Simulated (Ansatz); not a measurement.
**SiO2: field gradients at two levels of theory**

Cell: a COD entry whose atoms were relaxed with PBE, the cell held.

Space group P2_13 (No. 198); a = 7.1600 Å.

| site | Wyckoff | site symmetry | x | y | z |
| --- | --- | --- | --- | --- | --- |
| Si1 | 4a | .3. | 0.2807 | 0.2807 | 0.2807 |
| Si5 | 4a | .3. | 0.0206 | 0.0206 | 0.0206 |
| O9 | 4a | .3. | 0.1505 | 0.1505 | 0.1505 |
| O13 | 12b | 1 | 0.6398 | 0.6616 | 0.0434 |

One atom of each set is listed.

First run. The numbers come from a DFT calculation in Ansatz (PBE, plane waves and PAW, scalar-relativistic, 420 eV cutoff, Γ-centred 4×4×4 k-points, Fermi–Dirac smearing 0.02 eV).

```
site  V_zz (10²¹ V/m²)     η
 Si1              0.40  0.00
 Si5             -0.15  0.00
  O9             10.60  0.00
 O13              9.68  0.18
```

Second run. The same atoms and settings, except that the functional is LDA.

Q: Given the first result, estimate the second.

A: 

```tsv
site	V_zz	η	change of V_zz
Si1	0.38	0.00	-0.02
Si5	-0.15	0.00	0.00
O9	10.33	0.00	-0.27
O13	9.45	0.17	-0.23
```

The largest change of V_zz is on O9, from 10.60 to 10.33. In per cent, |V_zz| changes by -3 to -2 on O (all sites that start above 0.5).

The database positions were far from equilibrium, so the relaxed structure may not be the compound's real one.
For the second run: At this cell the principal stresses reach 5 GPa in size with LDA, which can matter for small gradients. The largest force is 0.3 eV/Å, so the atoms aren't at the calculated equilibrium and relaxing them would move these values.
